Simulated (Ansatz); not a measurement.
Crystal: As.

```
CELL_PARAMETERS angstrom
2.70368 0.00000 0.00000
0.00000 2.70368 0.00000
0.00000 0.00000 2.70368
ATOMIC_POSITIONS crystal
As 0.50000 0.50000 0.50000
```

This isn't the form of As at room conditions, which is rhombohedral.

Base run:

| Item | Value |
| --- | --- |
| Program | Ansatz 0.2.0 |
| Functional | r2SCAN |
| Potentials or basis | Ansatz PAW |
| Cutoff | 500 eV (not typed: the program's choice for these potentials) |
| k mesh | 10 × 10 × 10 |
| Occupations | fermi-dirac, width 0.05 eV |
| Spin | no spin polarisation |

Its results: band gap on the k mesh none (metal or under the smearing width); pressure -0.2 GPa.

Problem. The run is repeated on the same cell with these changes: functional from r2SCAN to PBEsol; cutoff from 500 eV (not typed: the program's choice for these potentials) to 420 eV (not typed: the program's choice for these potentials); spin from no spin polarisation to spin-orbit coupling, no magnetisation; potential files from those of the base run to others of the same set. What comes out?

Solution. Band gap on the k mesh none (metal or under the smearing width); pressure -1.5 GPa.

Several settings changed at once, so the effect can't be laid on one alone.

Caveats: the PAW data sets come from PBE, with cores solved anew for the run's functional, which leaves a small shift of forces and pressure.
